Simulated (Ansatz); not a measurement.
**Zinc, beta-Sn type under PBE: ground state and equation of state**

Aim: take zinc in the beta-Sn type structure, relax it, solve it on a dense k-mesh, switch on spin-orbit coupling, then scale the cell to 7 volumes from 88 to 112 % of the relaxed one and try a fit of the equation of state. The k-meshes are 13×13×9 for the relaxation; 24×24×12 for the dense run; 15×15×7 for spin-orbit coupling; 24×24×12 for the volumes.

Computed with Ansatz 0.2.0 (DFT PBE, plane waves (420 eV) with PAW, scalar-relativistic, unless a step says otherwise).

## (1) Starting point

The structure is tetragonal, space group I4_1/amd (No. 141). Conventional cell: a = 4.891 Å, b = 4.891 Å, c = 2.671 Å, α = 90.00°, β = 90.00°, γ = 90.00°. Around Zn (site symmetry -4m2) lie 6 Zn at 2.54 to 2.67 Å.

As a file:

```cif
data_structure
_symmetry_space_group_name_H-M 'I4_1/amd:1'
_symmetry_Int_Tables_number 141
_cell_length_a 4.8910
_cell_length_b 4.8910
_cell_length_c 2.6705
_cell_angle_alpha 90.000
_cell_angle_beta 90.000
_cell_angle_gamma 90.000
_cell_volume 63.88
loop_
_atom_site_label
_atom_site_type_symbol
_atom_site_symmetry_multiplicity
_atom_site_Wyckoff_symbol
_atom_site_fract_x
_atom_site_fract_y
_atom_site_fract_z
_atom_site_occupancy
Zn1 Zn 4 a 0.00000 0.00000 0.00000 1
```

## (2) Relaxation of the cell

Input file input.yaml:

```yaml
crystal:
  lattice:
    - [-2.4455159034, 2.4455159034, 1.3352516833]
    - [2.4455159034, -2.4455159034, 1.3352516833]
    - [2.4455159034, 2.4455159034, -1.3352516833]
  atoms:
    - { symbol: Zn, position: [0.0, 0.0, 0.0] }
    - { symbol: Zn, position: [0.75, 0.25, 0.5] }
hamiltonian:
  xc: pbe
  pseudopotentials:
    kind: paw
    azcp:
      Zn: "pseudopotentials/Zn.paw.azcp"
basis:
  ecutwfc: 420
  fft_grid_basis: typed
kpoints:
  mp_grid: { grid: [13, 13, 9], shift: [0, 0, 0] }
magnetization:
  spin_polarized: false
scf:
  occupations: { method: fermi_dirac, width: 0.1 }
relax:
  max_steps: 60
  f_tol: 0.01
  cell: {}
```

Output:

```text
Warning: crystal.symmetry: narrowed to the stabiliser of the k-point mesh — unitary ops 16 → 4; excluded 12 operations that carry a point of the 13×13×9 mesh (shift [0, 0, 0]) off the mesh (the run samples exactly the mesh kpoints.mp_grid names, as under crystal.symmetry.detect: false, and its converged state has the mesh's symmetry, not the crystal's; ε∞, the Born charges and the force constants of a linear response (`dielectric:` by the response, `phonons.method: dfpt`) are averaged over those of the crystal's operations that the state keeps within a tolerance, where `mesh_tensors`, `unaveraged_element` or `gamma_mean_max_change_ev_ang2` stands beside them; a row that `dielectric.field_direction` solves alone is averaged likewise, with nothing beside; a Γ-centred mesh of equal divisions is mapped onto itself by every operation and keeps the whole group, as does a half-shifted one under kpoints.further_shifts: images)
Engine: ansatz 0.2.0, x86_64-unknown-linux-gnu
Pseudopotentials: kind: paw
Pseudopotential: Zn, paw, valence charge 12, recommended cutoff 420 eV (normal), <dir>
Functional definition: PBE
  parameter kappa = 0.804
  parameter beta = 0.06672455060314922
  exchange = pbe_x(kappa = kappa, mu = beta*pi^2/3)
  correlation = pbe_c(beta = beta)
Crystal: 2 atoms, lattice volume = 31.942 Å³
Basis set: ecut = 420 eV, 617 PW (Γ), exchange–correlation on 50×50×50 points (8 copies of the dense FFT grid, shifted against one another)
Bands: 16, of which v1, the nominal top of the filled ones, is band 12 counted from 1 (11 counted from 0)
Symmetry: 4 space group operations
k-points: 413 of 1521
Non-local potential: Zn, projectors of the file, l = 0: 2, l = 1: 2, l = 2: 3, l = 3: 1
PAW form: soft (Blöchl's): semilocal exchange-correlation on the pseudo side does not see the compensation charge
PAW one-centre angular grid: Zn, 590 points (default); XC on 64 Gauss nodes
Initial density: superposition of atomic densities (neutral atoms: chi_scale 0, normalization atom), corrected by the library's trained network
Initial wavefunctions: pseudopotential atomic-orbital guess
Functional: x = pbe(κ = 0.804, μ = 0.2195149727645171), c = pbe(β = 0.06672455060314922)
SCF iter   1: F=—  HF=-6637.625249 eV  |F-HF|=—  |Δ(HF+E_count)|=         —  Δρ=2.32e-3  dr2=1.16e-3  ethr=1.77e-3  ⟨swp⟩=5.4  Hψ=32385  notcnv=0
preconditioner: auto → none  [metal: Δε(μ)=0.038 eV  Ē_g=12.614 eV  σ=0.100 eV  W_gap=0.10  n_scr=8 (ndim 8)  ℏωp=32.2 eV  f_vac=0.000  D(μ)=0.63/eV (n_scr^D=4)  sad-step TF]
SCF iter   2: F=—  HF=-6637.625058 eV  |F-HF|=—  |Δ(HF+E_count)|=   1.90e-4  Δρ=8.35e-4  dr2=1.05e-4  ethr=4.85e-6  ⟨swp⟩=2.0  Hψ=14381  notcnv=0
SCF iter   3: F=—  HF=-6637.624971 eV  |F-HF|=—  |Δ(HF+E_count)|=   8.75e-5  Δρ=3.70e-4  dr2=3.27e-5  ethr=4.37e-7  ⟨swp⟩=2.0  Hψ=11387  notcnv=0
SCF iter   4: F=—  HF=-6637.624976 eV  |F-HF|=—  |Δ(HF+E_count)|=   4.77e-6  Δρ=6.73e-5  dr2=6.90e-7  ethr=1.36e-7  ⟨swp⟩=2.4  Hψ=11621  notcnv=0
SCF iter   5: F=—  HF=-6637.624977 eV  |F-HF|=—  |Δ(HF+E_count)|=   1.22e-6  Δρ=4.56e-5  dr2=3.51e-7  ethr=2.87e-9  ⟨swp⟩=2.0  Hψ=11575  notcnv=0
SCF iter   6: F=-6637.624977 eV  HF=-6637.624977 eV  |F-HF|=7.88e-8  |Δ(HF+E_count)|=   7.39e-8  Δρ=1.96e-5  dr2=6.91e-8  ethr=4.17e-10  ⟨swp⟩=3.0  Hψ=27535  notcnv=0
SCF 1 converged in 6 iterations: F = -6637.624977 eV  dr2 = 6.91e-8
relax step   1: F+E_penalty+E_count = -6637.62497671 eV  Δ(F+E_penalty+E_count) = +0.000e0 eV  max|allowed force component| = 6.198e-5 eV/Å  Δτ_max = 0.0000 Å  P = +5.616 GPa  Ω = 31.942 Å³  (6 SCF iters, dr2 threshold 1.00e-7 eV, accepted)
Crystal: 2 atoms, lattice volume = 33.487 Å³
Basis set: ecut = 420 eV, 673 PW (Γ), exchange–correlation on 50×50×50 points (8 copies of the dense FFT grid, shifted against one another)
Initial density: handed on by an earlier stage of this run
Initial wavefunctions: those handed on with the density
iter 1 solved again at ethr=1.64e-5 eV; its pass at ethr=3.10e-3 eV (dr2=3.94e-3 eV) is discarded
SCF iter   1: F=—  HF=-6637.675095 eV  |F-HF|=—  |Δ(HF+E_count)|=         —  Δρ=4.32e-3  dr2=4.31e-3  ethr=1.64e-5  ⟨swp⟩=2.0  Hψ=46627  notcnv=0
preconditioner: auto → none  [metal: Δε(μ)=0.019 eV  Ē_g=12.372 eV  σ=0.100 eV  W_gap=0.05  n_scr=8 (ndim 8)  ℏωp=31.4 eV  f_vac=0.000  D(μ)=0.63/eV (n_scr^D=4)]
SCF iter   2: F=—  HF=-6637.674114 eV  |F-HF|=—  |Δ(HF+E_count)|=   9.81e-4  Δρ=1.76e-3  dr2=4.52e-4  ethr=1.64e-5  ⟨swp⟩=2.0  Hψ=11513  notcnv=0
SCF iter   3: F=—  HF=-6637.673669 eV  |F-HF|=—  |Δ(HF+E_count)|=   4.45e-4  Δρ=5.67e-4  dr2=9.50e-5  ethr=1.88e-6  ⟨swp⟩=2.0  Hψ=11541  notcnv=0
SCF iter   4: F=—  HF=-6637.673631 eV  |F-HF|=—  |Δ(HF+E_count)|=   3.79e-5  Δρ=7.92e-5  dr2=1.30e-6  ethr=3.96e-7  ⟨swp⟩=2.5  Hψ=11744  notcnv=0
SCF iter   5: F=-6637.673631 eV  HF=-6637.673631 eV  |F-HF|=1.50e-8  |Δ(HF+E_count)|=   7.04e-7  Δρ=9.12e-6  dr2=2.69e-8  ethr=8.33e-10  ⟨swp⟩=5.0  Hψ=27973  notcnv=0
SCF 2 converged in 5 iterations: F = -6637.673631 eV  dr2 = 2.69e-8
relax step   2: F+E_penalty+E_count = -6637.67363146 eV  Δ(F+E_penalty+E_count) = -4.865e-2 eV  max|allowed force component| = 2.132e-4 eV/Å  Δτ_max = 0.0000 Å  P = +2.182 GPa  Ω = 33.487 Å³  energy of the carried Pulay correction = -9.052e-4 eV  (5 SCF iters, dr2 threshold 2.00e-7 eV, accepted)
Crystal: 2 atoms, lattice volume = 34.655 Å³
Basis set: ecut = 420 eV, 695 PW (Γ), exchange–correlation on 50×50×50 points (8 copies of the dense FFT grid, shifted against one another)
iter 1 solved again at ethr=8.40e-6 eV; its pass at ethr=3.10e-3 eV (dr2=2.02e-3 eV) is discarded
SCF iter   1: F=—  HF=-6637.699466 eV  |F-HF|=—  |Δ(HF+E_count)|=         —  Δρ=3.08e-3  dr2=2.35e-3  ethr=8.40e-6  ⟨swp⟩=2.2  Hψ=51197  notcnv=0
preconditioner: auto → none  [metal: Δε(μ)=0.026 eV  Ē_g=12.166 eV  σ=0.100 eV  W_gap=0.06  n_scr=8 (ndim 8)  ℏωp=30.9 eV  f_vac=0.000  D(μ)=0.67/eV (n_scr^D=4)]
SCF iter   2: F=—  HF=-6637.699048 eV  |F-HF|=—  |Δ(HF+E_count)|=   4.17e-4  Δρ=1.21e-3  dr2=2.80e-4  ethr=8.40e-6  ⟨swp⟩=2.0  Hψ=11184  notcnv=0
SCF iter   3: F=—  HF=-6637.698874 eV  |F-HF|=—  |Δ(HF+E_count)|=   1.74e-4  Δρ=6.31e-4  dr2=1.03e-4  ethr=1.17e-6  ⟨swp⟩=2.0  Hψ=11551  notcnv=0
SCF iter   4: F=—  HF=-6637.698860 eV  |F-HF|=—  |Δ(HF+E_count)|=   1.41e-5  Δρ=1.92e-4  dr2=9.35e-6  ethr=4.30e-7  ⟨swp⟩=1.7  Hψ=9718  notcnv=0
SCF iter   5: F=-6637.698860 eV  HF=-6637.698860 eV  |F-HF|=1.37e-8  |Δ(HF+E_count)|=   1.00e-9  Δρ=2.59e-5  dr2=1.74e-7  ethr=8.33e-10  ⟨swp⟩=3.8  Hψ=32063  notcnv=0
SCF 3 converged in 5 iterations: F = -6637.698860 eV  dr2 = 1.74e-7
relax step   3: F+E_penalty+E_count = -6637.69886018 eV  Δ(F+E_penalty+E_count) = -2.523e-2 eV  max|allowed force component| = 1.234e-3 eV/Å  Δτ_max = 0.0004 Å  P = -0.016 GPa  Ω = 34.655 Å³  energy of the carried Pulay correction = -1.581e-3 eV  (5 SCF iters, dr2 threshold 2.00e-7 eV, accepted)
[... from here on, the SCF cycles and remarks between the steps are left out ...]
relax step   4: F+E_penalty+E_count = -6637.71576295 eV  Δ(F+E_penalty+E_count) = -1.690e-2 eV  max|allowed force component| = 1.347e-3 eV/Å  Δτ_max = 0.0017 Å  P = -0.411 GPa  Ω = 34.590 Å³  energy of the carried Pulay correction = -1.590e-3 eV  (5 SCF iters, dr2 threshold 2.00e-7 eV, accepted)
relax step   5: F+E_penalty+E_count = -6637.71931477 eV  Δ(F+E_penalty+E_count) = -3.552e-3 eV  max|allowed force component| = 3.530e-3 eV/Å  Δτ_max = 0.0020 Å  P = -0.094 GPa  Ω = 34.235 Å³  energy of the carried Pulay correction = -1.417e-3 eV  (5 SCF iters, dr2 threshold 2.00e-7 eV, accepted)
relax step   6: F+E_penalty+E_count = -6637.72813219 eV  Δ(F+E_penalty+E_count) = -8.817e-3 eV  max|allowed force component| = 1.713e-2 eV/Å  Δτ_max = 0.0085 Å  P = +0.108 GPa  Ω = 33.473 Å³  energy of the carried Pulay correction = -1.021e-3 eV  (6 SCF iters, dr2 threshold 2.00e-7 eV, accepted)
relax step   7: F+E_penalty+E_count = -6637.74288086 eV  Δ(F+E_penalty+E_count) = -1.475e-2 eV  max|allowed force component| = 3.281e-2 eV/Å  Δτ_max = 0.0197 Å  P = -0.126 GPa  Ω = 32.615 Å³  energy of the carried Pulay correction = -5.298e-4 eV  (5 SCF iters, dr2 threshold 2.00e-7 eV, accepted)
relax step   8: F+E_penalty+E_count = -6637.78217670 eV  Δ(F+E_penalty+E_count) = -3.930e-2 eV  max|allowed force component| = 2.995e-2 eV/Å  Δτ_max = 0.0525 Å  P = +0.067 GPa  Ω = 31.672 Å³  energy of the carried Pulay correction = +6.291e-5 eV  (6 SCF iters, dr2 threshold 2.00e-7 eV, accepted)
relax step   9: F+E_penalty+E_count = -6637.83541620 eV  Δ(F+E_penalty+E_count) = -5.324e-2 eV  max|allowed force component| = 6.463e-2 eV/Å  Δτ_max = 0.0422 Å  P = -0.476 GPa  Ω = 31.071 Å³  energy of the carried Pulay correction = +4.638e-4 eV  (6 SCF iters, dr2 threshold 2.00e-7 eV, accepted)
relax step  10: F+E_penalty+E_count = -6637.88419295 eV  Δ(F+E_penalty+E_count) = -4.878e-2 eV  max|allowed force component| = 6.699e-2 eV/Å  Δτ_max = 0.0614 Å  P = -0.088 GPa  Ω = 29.679 Å³  energy of the carried Pulay correction = +1.360e-3 eV  (6 SCF iters, dr2 threshold 2.00e-7 eV, accepted)
relax step  11: F+E_penalty+E_count = -6637.87366154 eV  Δ(F+E_penalty+E_count) = +1.053e-2 eV  max|allowed force component| = 7.683e-2 eV/Å  Δτ_max = 0.1267 Å  P = +0.484 GPa  Ω = 29.518 Å³  energy of the carried Pulay correction = +1.454e-3 eV  (6 SCF iters, dr2 threshold 2.00e-7 eV, rejected (line search))
relax step  12: F+E_penalty+E_count = -6637.88050331 eV  Δ(F+E_penalty+E_count) = +3.690e-3 eV  max|allowed force component| = 6.824e-2 eV/Å  Δτ_max = 0.0950 Å  P = -0.339 GPa  Ω = 29.821 Å³  energy of the carried Pulay correction = +1.270e-3 eV  (8 SCF iters, rejected (line search))
relax step  13: F+E_penalty+E_count = -6637.88834650 eV  Δ(F+E_penalty+E_count) = -4.154e-3 eV  max|allowed force component| = 1.733e-2 eV/Å  Δτ_max = 0.0413 Å  P = -0.174 GPa  Ω = 29.698 Å³  energy of the carried Pulay correction = +1.351e-3 eV  (7 SCF iters, accepted)
relax step  14: F+E_penalty+E_count = -6637.88927330 eV  Δ(F+E_penalty+E_count) = -9.268e-4 eV  max|allowed force component| = 9.538e-3 eV/Å  Δτ_max = 0.0336 Å  P = +0.141 GPa  Ω = 29.583 Å³  energy of the carried Pulay correction = +1.401e-3 eV  (5 SCF iters, dr2 threshold 2.00e-7 eV, accepted)
relax step  15: F+E_penalty+E_count = -6637.88965169 eV  Δ(F+E_penalty+E_count) = -3.784e-4 eV  max|allowed force component| = 5.000e-3 eV/Å  Δτ_max = 0.0114 Å  P = +0.088 GPa  Ω = 29.591 Å³  energy of the carried Pulay correction = +1.400e-3 eV  (4 SCF iters, dr2 threshold 2.00e-7 eV, accepted)
relax step  16: F+E_penalty+E_count = -6637.89021779 eV  Δ(F+E_penalty+E_count) = -5.661e-4 eV  max|allowed force component| = 4.447e-4 eV/Å  Δτ_max = 0.0015 Å  P = -0.189 GPa  Ω = 29.678 Å³  energy of the carried Pulay correction = +1.348e-3 eV  (4 SCF iters, dr2 threshold 2.00e-7 eV, accepted)
relax step  17: F+E_penalty+E_count = -6637.89030090 eV  Δ(F+E_penalty+E_count) = -8.311e-5 eV  max|allowed force component| = 7.534e-4 eV/Å  Δτ_max = 0.0016 Å  P = -0.014 GPa  Ω = 29.617 Å³  energy of the carried Pulay correction = +1.384e-3 eV  (4 SCF iters, dr2 threshold 1.80e-7 eV, accepted)
relax step  18: F+E_penalty+E_count = -6637.97491788 eV  Δ(F+E_penalty+E_count) = -8.462e-2 eV  max|allowed force component| = 1.080e-2 eV/Å  Δτ_max = 0.0000 Å  P = +3.291 GPa  Ω = 29.617 Å³  stress off target by 9.36e0 GPa  SCF on the basis re-selected at this cell (its energy is not comparable with the rows above)  (7 SCF iters)
relax step  19: F+E_penalty+E_count = -6638.01196602 eV  Δ(F+E_penalty+E_count) = -3.705e-2 eV  max|allowed force component| = 1.289e-3 eV/Å  Δτ_max = 0.0437 Å  P = +3.442 GPa  Ω = 28.920 Å³  energy of the carried Pulay correction = +5.383e-4 eV  (5 SCF iters, dr2 threshold 2.00e-7 eV, accepted)
relax step  20: F+E_penalty+E_count = -6638.03493828 eV  Δ(F+E_penalty+E_count) = -2.297e-2 eV  max|allowed force component| = 1.522e-2 eV/Å  Δτ_max = 0.0204 Å  P = +0.274 GPa  Ω = 30.029 Å³  energy of the carried Pulay correction = -2.968e-4 eV  (5 SCF iters, dr2 threshold 2.00e-7 eV, accepted)
relax step  21: F+E_penalty+E_count = -6638.03617487 eV  Δ(F+E_penalty+E_count) = -1.237e-3 eV  max|allowed force component| = 1.180e-2 eV/Å  Δτ_max = 0.0212 Å  P = +0.171 GPa  Ω = 30.194 Å³  energy of the carried Pulay correction = -4.341e-4 eV  (5 SCF iters, dr2 threshold 2.00e-7 eV, accepted)
relax step  22: F+E_penalty+E_count = -6638.03689551 eV  Δ(F+E_penalty+E_count) = -7.206e-4 eV  max|allowed force component| = 2.855e-3 eV/Å  Δτ_max = 0.0167 Å  P = +0.020 GPa  Ω = 30.268 Å³  energy of the carried Pulay correction = -4.805e-4 eV  (5 SCF iters, dr2 threshold 2.00e-7 eV, accepted)
relax step  23: F+E_penalty+E_count = -6638.03696357 eV  Δ(F+E_penalty+E_count) = -6.806e-5 eV  max|allowed force component| = 3.282e-4 eV/Å  Δτ_max = 0.0056 Å  P = +0.003 GPa  Ω = 30.273 Å³  energy of the carried Pulay correction = -4.842e-4 eV  (3 SCF iters, dr2 threshold 1.43e-7 eV, accepted)
relax step  24: F+E_penalty+E_count = -6638.03696663 eV  Δ(F+E_penalty+E_count) = -3.068e-6 eV  max|allowed force component| = 1.240e-4 eV/Å  Δτ_max = 0.0005 Å  P = -0.000 GPa  Ω = 30.275 Å³  energy of the carried Pulay correction = -4.856e-4 eV  (4 SCF iters, dr2 threshold 7.03e-9 eV, accepted)
relax step  25: F+E_penalty+E_count = -6638.03752818 eV  Δ(F+E_penalty+E_count) = -5.615e-4 eV  max|allowed force component| = 3.575e-4 eV/Å  Δτ_max = 0.0000 Å  P = +0.005 GPa  Ω = 30.275 Å³  stress off target by 6.12e-2 GPa  SCF on the basis re-selected at this cell (its energy is not comparable with the rows above)  (6 SCF iters)
relax step  26: F+E_penalty+E_count = -6638.03754057 eV  Δ(F+E_penalty+E_count) = -1.239e-5 eV  max|allowed force component| = 3.180e-4 eV/Å  Δτ_max = 0.0006 Å  P = -0.010 GPa  Ω = 30.270 Å³  energy of the carried Pulay correction = +4.325e-6 eV  (4 SCF iters, dr2 threshold 9.38e-9 eV, accepted)
iter 1 solved again at ethr=1.27e-8 eV; its pass at ethr=3.10e-3 eV (dr2=3.05e-6 eV) is discarded
SCF iter   1: F=—  HF=-6638.037536 eV  |F-HF|=—  |Δ(HF+E_count)|=         —  Δρ=8.05e-5  dr2=4.19e-8  ethr=1.27e-8  ⟨swp⟩=3.3  Hψ=53387  notcnv=0
preconditioner: auto → none  [metal: Δε(μ)=0.004 eV  Ē_g=12.852 eV  σ=0.100 eV  W_gap=0.01  n_scr=4 (ndim 8)  ℏωp=33.1 eV  f_vac=0.000  D(μ)=0.41/eV (n_scr^D=2)]
SCF iter   2: F=—  HF=-6638.037538 eV  |F-HF|=—  |Δ(HF+E_count)|=   2.02e-6  Δρ=4.02e-5  dr2=1.04e-8  ethr=1.74e-10  ⟨swp⟩=1.8  Hψ=8199  notcnv=0
SCF iter   3: F=—  HF=-6638.037540 eV  |F-HF|=—  |Δ(HF+E_count)|=   1.76e-6  Δρ=1.28e-6  dr2=2.64e-10  ethr=4.32e-11  ⟨swp⟩=1.0  Hψ=6608  notcnv=0
SCF iter   4: F=-6638.037540 eV  HF=-6638.037540 eV  |F-HF|=2.73e-12  |Δ(HF+E_count)|=  1.09e-11  Δρ=3.05e-7  dr2=1.09e-11  ethr=1.00e-12  ⟨swp⟩=4.9  Hψ=37738  notcnv=0
SCF 27 converged in 4 iterations: F = -6638.037540 eV  dr2 = 1.09e-11
relax step  27: F+E_penalty+E_count = -6638.03754025 eV  Δ(F+E_penalty+E_count) = +3.123e-7 eV  max|allowed force component| = 3.200e-4 eV/Å  Δτ_max = 0.0000 Å  P = -0.010 GPa  Ω = 30.270 Å³  stress off target by 4.47e-2 GPa  SCF on the basis re-selected at this cell (its energy is not comparable with the rows above)  (4 SCF iters)
basis re-selected at this cell: Δ(F+E_penalty+E_count) = +3.123e-7 eV, ΔP = -0.000 GPa vs the last step (what re-selecting the basis moved, of the pressure what is left beyond the Pulay correction that the steps carried, after the strain that the cell walked since its last selection, with what the two solves' SCF thresholds leave and, on support functions, any second-order correction that the steps lacked; it is no measure of the basis error at this ecutwfc). This SCF's stress stands 4.47e-2 GPa from its target on what of the cell is left free (relax.cell.stress_tol is 5.00e-2 GPa) and its largest allowed force component is 3.20e-4 eV/Å (relax.f_tol is 1.00e-2 eV/Å): within both
SCF converged after 4 iterations
Free energy (F): -6638.037540 eV
Harris-Foulkes:  -6638.037540 eV  (|F-HF|=2.73e-12)
Internal energy: -6638.023797 eV  (E = F + TS)
E sigma→0 (E₀):  -6638.030668 eV
Entropy (-TS):   -0.013744 eV (-6.872 meV/atom)
Fermi energy:    11.197069 eV
--- Per-component energies (eV) ---
  E_band       = 99.124231
  E_kinetic    = 261.981787
  E_local      = -3065.941354  (includes V_loc(G=0)·N_el)
  E_nonlocal   = 1221.121092
  E_hartree    = 1285.367233
  E_xc         = -275.450237
  E_vxc        = -105.269638  (∫ρ·V_xc dr)
  E_paw        = -3649.614277  (= ΣΔE_a)
  E_vpaw       = -783.501166  (= ΣTr[D̂ρ^β])
  E_aug_tail   = -0.000728  (compensation charges beyond the density's cutoff)
  E_ewald      = -2415.487312
  E_smearing   = -0.013744  (= −TS)
  E_closure    = 0.000000  (closes the sum)
  Σ components = -6638.037540   (vs F -6638.037540, Δ=0.00e0)
--- Forces (eV/Å), atoms counted from 1 ---
  atom   1  Zn     0.00031996    -0.00031996    -0.00000000
  atom   2  Zn    -0.00031996     0.00031996     0.00000000
  max |Σ_I F_I| component: 0.00e0 eV/Å
--- Stress (GPa, compression-positive) ---
       -0.002436      -0.004685       0.018598
       -0.004685      -0.002436       0.018598
        0.018598       0.018598      -0.026244
  P = ⅓ Tr σ = -0.0104 GPa (-0.104 kbar)
--- Relaxed structure (24 steps of the walk, 22 accepted, 3 SCFs on fresh bases) ---
  F+E_penalty+E_count = -6638.03754025 eV   max|allowed force component| = 3.200e-4 eV/Å   (the final SCF, on the basis selected at the relaxed cell)
  cell:  # Å, volume = 30.2702 Å³
    - [-1.9983008461619605, 1.6737023471975307, 1.3232559116986535]
    - [1.6737023471975307, -1.9983008461619605, 1.3232559116986535]
    - [3.350075618189675, 3.350075618189675, -1.9177586570353395]
  atoms:
    - { symbol: Zn, position: [-0.05198470421894651, 0.05198470421894651, 3.342986902096292e-33] }
    - { symbol: Zn, position: [0.8019847042189463, 0.1980152957810535, 0.5] }
```

Wall time 7.8 min (1 thread of an x86-64 CPU, shared host); peak memory 0.66 GiB.

The steps of the relaxation:

| step | energy change (meV/atom) | largest force (eV/Å) | pressure (GPa) | volume (Å³/atom) | accepted |
| --- | --- | --- | --- | --- | --- |
| 1 | 0.00 | 0.0001 | 5.62 | 15.971 | yes |
| 2 | -24.33 | 0.0002 | 2.18 | 16.743 | yes |
| 3 | -36.94 | 0.0012 | -0.02 | 17.328 | yes |
| 4 | -45.39 | 0.0013 | -0.41 | 17.295 | yes |
| 5 | -47.17 | 0.0035 | -0.09 | 17.117 | yes |
| 6 | -51.58 | 0.0171 | 0.11 | 16.736 | yes |
| 7 | -58.95 | 0.0328 | -0.13 | 16.308 | yes |
| 8 | -78.60 | 0.0299 | 0.07 | 15.836 | yes |
| 9 | -105.22 | 0.0646 | -0.48 | 15.535 | yes |
| 10 | -129.61 | 0.0670 | -0.09 | 14.839 | yes |
| 11 | -124.34 | 0.0768 | 0.48 | 14.759 | no |
| 12 | -127.76 | 0.0682 | -0.34 | 14.911 | no |
| 13 | -131.68 | 0.0173 | -0.17 | 14.849 | yes |
| 14 | -132.15 | 0.0095 | 0.14 | 14.791 | yes |
| 15 | -132.34 | 0.0050 | 0.09 | 14.795 | yes |
| 16 | -132.62 | 0.0004 | -0.19 | 14.839 | yes |
| 17 | -132.66 | 0.0008 | -0.01 | 14.809 | yes |
| 18 | -174.97 | 0.0108 | 3.29 | 14.809 | yes |
| 19 | -193.49 | 0.0013 | 3.44 | 14.460 | yes |
| 20 | -204.98 | 0.0152 | 0.27 | 15.014 | yes |
| 21 | -205.60 | 0.0118 | 0.17 | 15.097 | yes |
| 22 | -205.96 | 0.0029 | 0.02 | 15.134 | yes |
| 23 | -205.99 | 0.0003 | 0.00 | 15.137 | yes |
| 24 | -205.99 | 0.0001 | 0.00 | 15.138 | yes |
| 25 | -206.28 | 0.0004 | 0.01 | 15.138 | yes |
| 26 | -206.28 | 0.0003 | -0.01 | 15.135 | yes |
| 27 | -206.28 | 0.0003 | -0.01 | 15.135 | yes |

Steps that repeat a cell are solved on a basis chosen anew, so their changes of energy are no gain of the relaxation.

Changes in the cell that was computed:

|  | before | after | change |
| --- | --- | --- | --- |
| a (Å) | 3.707 | 2.923 | -21.1 % |
| b (Å) | 3.707 | 2.923 | -21.1 % |
| c (Å) | 3.707 | 5.111 | +37.9 % |
| α (°) | 97.45 | 104.04 | +6.8 % |
| β (°) | 97.45 | 104.04 | +6.8 % |
| γ (°) | 137.78 | 125.30 | -9.1 % |
| volume (Å³/atom) | 15.971 | 15.135 | -5.2 % |
| shortest distance (Å) | 2.535 | 2.659 | +4.9 % |
| space group (spins left aside) | I4_1/amd | C2/c | changed |

[end of part 1 of 2]
